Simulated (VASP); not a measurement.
# ZnO (zincite) (P6_3mc) in VASP: notebook, part 3 of 3

VASP 6.6.1.

## (6) Phonons, PBE

This run uses another cell than the first one, of 12.39 Å³/atom, 1.087 times its volume.

POSCAR

```
ZnO
1.0
    3.2865007065     -0.0000000000      0.0000000000
   -1.6432503533      2.8461931014      0.0000000000
    0.0000000000     -0.0000000000      5.3003898555
  Zn              O
     2     2
Direct
     0.3333333332999970    0.6666666667000030    0.4998270072482157
     0.6666666667000030    0.3333333332999970    0.9998270072482157
     0.6666666667000030    0.3333333332999970    0.3791829927517852
     0.3333333332999970    0.6666666667000030    0.8791829927517852
```

INCAR.step1

```
SYSTEM = ZnO
PREC     = Accurate       ! precision mode
ENCUT    = 600            ! plane-wave cutoff, eV
EDIFF    = 1E-8           ! SCF threshold, eV
ISMEAR   = 0              ! smearing method
SIGMA    = 0.03           ! smearing width, eV
LREAL    = .FALSE.        ! projectors in reciprocal space
LASPH    = .TRUE.         ! aspherical terms in the spheres
NELM     = 80             ! most SCF steps
ALGO     = Fast           ! electronic algorithm
ISIF     = 3              ! what is computed and relaxed
LWAVE    = .FALSE.        ! write WAVECAR
LCHARG   = .FALSE.        ! write CHGCAR
GGA      = PE             ! functional
IBRION   = 2              ! ionic algorithm
NSW      = 40             ! ionic steps
EDIFFG   = -0.002         ! ionic threshold
```

INCAR.step2

```
SYSTEM = ZnO
PREC     = Accurate       ! precision mode
ENCUT    = 600            ! plane-wave cutoff, eV
EDIFF    = 1E-8           ! SCF threshold, eV
ISMEAR   = 0              ! smearing method
SIGMA    = 0.03           ! smearing width, eV
LREAL    = .FALSE.        ! projectors in reciprocal space
LASPH    = .TRUE.         ! aspherical terms in the spheres
NELM     = 80             ! most SCF steps
ALGO     = Fast           ! electronic algorithm
ISIF     = 2              ! what is computed and relaxed
LWAVE    = .FALSE.        ! write WAVECAR
LCHARG   = .FALSE.        ! write CHGCAR
GGA      = PE             ! functional
IBRION   = 6              ! ionic algorithm
NFREE    = 2            
POTIM    = 0.015          ! step
NSW      = 1              ! ionic steps
```

KPOINTS

```
Automatic mesh
0
G
  9 9 5
  0 0 0
```

Potentials or basis: VASP PAW PBE potentials, release 64 (Zn, O).

Launch:

```sh
cat potpaw_PBE.64/Zn/POTCAR potpaw_PBE.64/O/POTCAR > POTCAR
cp INCAR.step1 INCAR
mpirun -np 1 vasp_std > vasp.out
cp CONTCAR POSCAR
cp INCAR.step2 INCAR
mpirun -np 1 vasp_std > vasp.out
```

OUTCAR:

```text
SYSTEM = ZnO
   PREC = Accurate
   ENCUT = 600
   EDIFF = 1E-8
   ISMEAR = 0
   LREAL = .FALSE.
   LASPH = .TRUE.
   NELM = 80
   ISIF = 2
   GGA = PE
   IBRION = 6
   NFREE = 2
   POTIM = 0.015
   NSW = 1

 ion  position               nearest neighbor table
   1  0.333  0.667  0.500-   3 2.00   3 2.00   3 2.00   4 2.01
   2  0.667  0.333  1.000-   4 2.00   4 2.00   4 2.00   3 2.01
[... 1163 lines left out ...]
  z    -3.79370    -3.79370     7.54456     0.00000    -0.00000    -0.00000

 INTERNAL STRAIN TENSOR FOR ION    4 for displacements in x,y,z  (eV/Angst):
          X           Y           Z          XY          YZ          ZX
  --------------------------------------------------------------------------------
  x     0.00000    -0.00000    -0.00000    -7.05685    -0.00000     3.80702
  y    -7.05685     7.05685     0.00000    -0.00000     3.80703    -0.00000
  z     3.76338     3.76338    -7.54034    -0.00000    -0.00000     0.00000

 Eigenvectors and eigenvalues of the dynamical matrix
 ----------------------------------------------------

   1 f  =   15.307949 THz    96.182681 2PiTHz  510.618218 cm-1    63.308562 meV
             X         Y         Z           dx          dy          dz
     -0.000000  1.897065  2.650070    -0.000000    0.000000   -0.079660
      1.642907  0.948533  5.300712     0.000000   -0.000000    0.079660
      1.642907  0.948533  2.009811     0.000000   -0.000000   -0.702605
     -0.000000  1.897065  4.660454    -0.000000    0.000000    0.702605
[... 71 lines left out ...]
  12 f/i=    0.009386 THz     0.058977 2PiTHz    0.313097 cm-1     0.038819 meV
             X         Y         Z           dx          dy          dz
     -0.000000  1.897065  2.650070     0.000000    0.000000    0.633523
      1.642907  0.948533  5.300712     0.000000    0.000000    0.633523
      1.642907  0.948533  2.009811     0.000000    0.000000    0.314084
     -0.000000  1.897065  4.660454     0.000000    0.000000    0.314084

 ELASTIC MODULI CONTR FROM IONIC RELAXATION (kBar)
 Direction    XX          YY          ZZ          XY          YZ          ZX
 --------------------------------------------------------------------------------
 XX        -566.7540    247.1184    319.0157      0.0000      0.0000     -0.0000
 YY         247.1184   -566.7540    319.0157      0.0000     -0.0000      0.0000
 ZZ         319.0157    319.0157   -636.7939     -0.0000      0.0000     -0.0000
 XY           0.0000      0.0000     -0.0000   -406.9362      0.0000      0.0000
 YZ           0.0000     -0.0000      0.0000     -0.0000   -144.7392      0.0000
 ZX          -0.0000      0.0000     -0.0000      0.0000      0.0000   -144.7383
 --------------------------------------------------------------------------------
```

OSZICAR.step1:

```text
N       E                     dE             d eps       ncg     rms          rms(c)
DAV:   1     0.309021700291E+03    0.30902E+03   -0.20484E+04  1584   0.257E+03
DAV:   2     0.135087135156E+02   -0.29551E+03   -0.28448E+03  1722   0.468E+02
DAV:   3    -0.203500631835E+02   -0.33859E+02   -0.33595E+02  1800   0.163E+02
DAV:   4    -0.211030317423E+02   -0.75297E+00   -0.75178E+00  1776   0.261E+01
[... 52 lines left out ...]
RMM:   2    -0.178656491897E+02    0.38796E-05   -0.18400E-05  1584   0.478E-02    0.913E-03
RMM:   3    -0.178656479710E+02    0.12187E-05   -0.29594E-06  1584   0.145E-02    0.384E-03
RMM:   4    -0.178656477120E+02    0.25894E-06   -0.68623E-07  1587   0.836E-03    0.141E-03
RMM:   5    -0.178656476758E+02    0.36249E-07   -0.14938E-07  1588   0.436E-03    0.351E-04
RMM:   6    -0.178656476729E+02    0.28776E-08   -0.34235E-08  1048   0.130E-03
   6 F= -.17865648E+02 E0= -.17865648E+02  d E =-.242064E-05
```

Wall time 22 min (1 thread of Intel Xeon Platinum 8488C (Sapphire Rapids), shared host); peak memory 0.49 GiB.

What came out:

```
Highest phonon frequency at Γ, LO-TO splitting left out : 511 cm⁻¹
```

Phonon frequencies in cm⁻¹ (negative: imaginary):
```
              q point                              frequencies
(0.000, 0.000, 0.000)  0 0 0 91 91 246 349 370 370 400 400 511
```

## (7) Overview

| task | level | potentials or basis | cell | k mesh | by perturbation theory | monkhorst-Pack mesh | gap on the mesh (eV) |
| --- | --- | --- | --- | --- | --- | --- | --- |
| phonons | LDA | VASP PAW LDA potentials, release 64 (Zn, O) | P6_3mc, 11.4 Å³/atom | 9 × 9 × 5 | no | - | - |
| dielectric tensor | LDA | VASP PAW LDA potentials, release 64 (Zn, O) | P6_3mc, 11.41 Å³/atom | 9 × 9 × 5 | - | - | 0.80 |
| phonons | PBEsol | VASP PAW PBE potentials, release 64 (Zn, O) | P6_3mc, 11.85 Å³/atom | 9 × 9 × 5 | no | - | - |
| dielectric tensor | PBEsol | VASP PAW PBE potentials, release 64 (Zn, O) | P6_3mc, 11.84 Å³/atom | 15 × 15 × 9 | - | no | 0.68 |
| phonons | PBE | VASP PAW PBE potentials, release 64 (Zn, O) | P6_3mc, 12.39 Å³/atom | 9 × 9 × 5 | no | - | - |

Alike in all rows: no spin polarisation; cutoff (eV) 600; smearing gaussian 0.03 eV.

Caveats: the PAW data sets were made with another functional, which shifts forces and pressure a little (some runs); the gap is small at this level, which inflates the dielectric constant (some runs); an odd mesh through Γ misses points on the zone boundary, where band edges often lie (some runs).

Absolute energies hang on the potentials; compare differences alone.

## (8) Against experiment

Step 3. Measured gap of ZnO: 3.37 eV (quoted in “Electronic structure of alkaline earth and post-transition metal oxides”, 2009, arxiv:0908.1581). This calculation gives 0.80 eV (-2.57 eV). So large a miss can be the level of theory's own, or it may mean another phase, state or a wrong row. The value is that of LDA, without temperature or zero-point motion. Semilocal functionals fall short of measured gaps as a rule.

Step 5. The gap isn't set beside the measured one, since this odd mesh misses points on the zone boundary.
